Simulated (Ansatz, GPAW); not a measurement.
# Cu: 3 runs at one level of theory

```xyz
1
Lattice="0.0000 1.8075 1.8075 1.8075 0.0000 1.8075 1.8075 1.8075 0.0000" Properties=species:S:1:pos:R:3 pbc="T T T"
Cu    0.0000    0.0000    0.0000
```

Alike in all runs: task band structure; functional revPBE; k mesh 13 × 13 × 13; occupations fermi-dirac, width 0.05 eV; no spin polarisation; no spin-orbit coupling. Pressure is positive in compression and, in plane waves, holds the error of the finite cutoff, which Ansatz's Pulay term estimates and takes out.

```csv
program and potentials,plane-wave cutoff (eV),notes,pressure (GPa)
"Ansatz, Ansatz PAW",420,"potentials made for PBE, which Ansatz adapts in part; 19 valence electrons an atom on average; Pulay term of +0.15 GPa included",5.24
"GPAW, the program's PAW data sets (release 1.2.1) made for this functional",600,11 valence electrons an atom on average,6.92
"Ansatz, all-electron LAPW, scalar-relativistic",-,-,?
```

Problem. Estimate from the other rows what the run with Ansatz, all-electron LAPW, scalar-relativistic gave.

Solution. Pressure 5.21 GPa. The other rows, which needn't bracket it: pressure 5.24 to 6.92.
